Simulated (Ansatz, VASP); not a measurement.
# Two plane-wave programs on HfO2

The input INCAR:

```
PREC = Accurate
ENCUT = 520
EDIFF = 1E-6
ISMEAR = 0
SIGMA = 0.01
LREAL = F
LASPH = T
NELM = 80
ALGO = Normal
ISIF = 2
LWAVE = F
LCHARG = T
GGA = PS
LELF = T
LVHAR = T
NBANDS = 18
```

KPOINTS

```
Automatic mesh
0
Gamma
  6 6 6
```

File POSCAR:

```
HfO2
1.0
    0.0000000000      2.5291823194      2.5291823194
    2.5291823194      0.0000000000      2.5291823194
    2.5291823194      2.5291823194      0.0000000000
Hf O
1 2
Direct
    0.0000000000      0.0000000000      0.0000000000
    0.2500000000      0.2500000000      0.2500000000
    0.7500000000      0.7500000000      0.7500000000
```

Input for Ansatz:

```yaml
crystal:
  lattice:
    - [0.0, 2.5291823194, 2.5291823194]
    - [2.5291823194, 0.0, 2.5291823194]
    - [2.5291823194, 2.5291823194, 0.0]
  atoms:
    - { symbol: Hf, position: [0.0, 0.0, 0.0] }
    - { symbol: O, position: [0.25, 0.25, 0.25] }
    - { symbol: O, position: [0.75, 0.75, 0.75] }
kpoints:
  mp_grid: { grid: [6, 6, 6] }
hamiltonian:
  xc: pbesol
scf:
  occupations: { method: fixed }
  n_extra_bands: 4
  max_iter: 67
output:
  forces: true
  stress: true
  eigenvalues: true
basis:
  ecutrho_ratio: 12
```

Alike in both runs: task single point; functional PBEsol; k mesh 6 × 6 × 6; no spin polarisation.

|  | VASP | Ansatz |
| --- | --- | --- |
| version | VASP 6.6.1 | Ansatz 0.2.0 |
| potentials or method | VASP PAW PBE potentials, release 64 (Hf_pv, O) | plane waves |
| plane-wave cutoff (eV) | 520 | 420 |
| occupations | gaussian, width 0.01 eV | fixed |
| valence electrons in the cell | 22 | 38 |

|  | VASP | Ansatz | Ansatz less VASP |
| --- | --- | --- | --- |
| gap on the k mesh at the Fermi level (eV) | 3.69 | 3.67 | -0.021 |
| pressure (GPa) | -5.9 | -2.2 | +3.65 |

The two sets of potentials don't hold the same shells in valence.

Caveats: the PAW data sets were made with another functional, which shifts forces and pressure a little (VASP); spin-orbit coupling is left out, which moves the levels of the heavy elements. A k mesh can miss the band edges.
